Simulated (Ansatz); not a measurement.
**TiO2 under changes of volume**

One of the cells (18.074 Å³/atom); the others are scaled copies at fixed shape and fractional positions:

```xyz
3
Lattice="1.4973 0.8645 6.9815 -1.4973 0.8645 6.9815 0.0000 -1.7290 6.9815" Properties=species:S:1:pos:R:3 pbc="T T T"
Ti    0.0000    0.0000    0.0000
O     0.0000    0.0000    7.9492
O     0.0000    0.0000   12.9955
```

Measurements of this composition are mostly on another form, of space group No. 141.

* Program: Ansatz 0.2.0
* Functional: PBE
* Potentials or basis: all-electron LAPW, scalar-relativistic
* Cutoff: 394 eV (chosen from the basis error)
* Basis error allowed: 0.001 eV/atom
* k mesh: 10 × 10 × 10
* Occupations: fermi-dirac, width 0.05 eV
* Spin: no spin polarisation

```tsv
volume (Å³/atom)	energy over the lowest point (meV/atom)	pressure (GPa)	gap on the mesh (eV)	largest force (eV/Å)
16.990	22.99	8.0	2.89	0.864
17.351	8.65	4.8	2.82	0.520
17.713	?	?	?	?
18.074	0.00	-0.7	2.69	0.092
18.436	4.37	-3.1	2.63	0.364
18.797	13.77	-5.2	2.57	0.615
19.159	27.69	-7.1	2.51	0.847
```

What does the run at 17.713 Å³/atom give?

Energy over the lowest point 1.22 meV/atom; pressure 1.9 GPa; gap on the mesh 2.76 eV; largest force 0.202 eV/Å.

Worked out: A Birch-Murnaghan fit of order 3 (a polynomial in V^(-2/3)) to the other rows has its minimum at 17.97 Å³/atom with B0 = V·E''(V) = 127 GPa and B' = 4.3 at fixed shape and positions, which overstates the stiffness. It gives 1.21 meV/atom at 17.713 Å³/atom, against the run's 1.22, and -dE/dV = 1.9 GPa, against 1.9. A straight line through the other rows of the gap, of slope -3.15 eV per unit of ln V, gives 2.76 eV, against the run's 2.76.

Energies are extrapolated to zero smearing.

A mesh can miss the band edges.
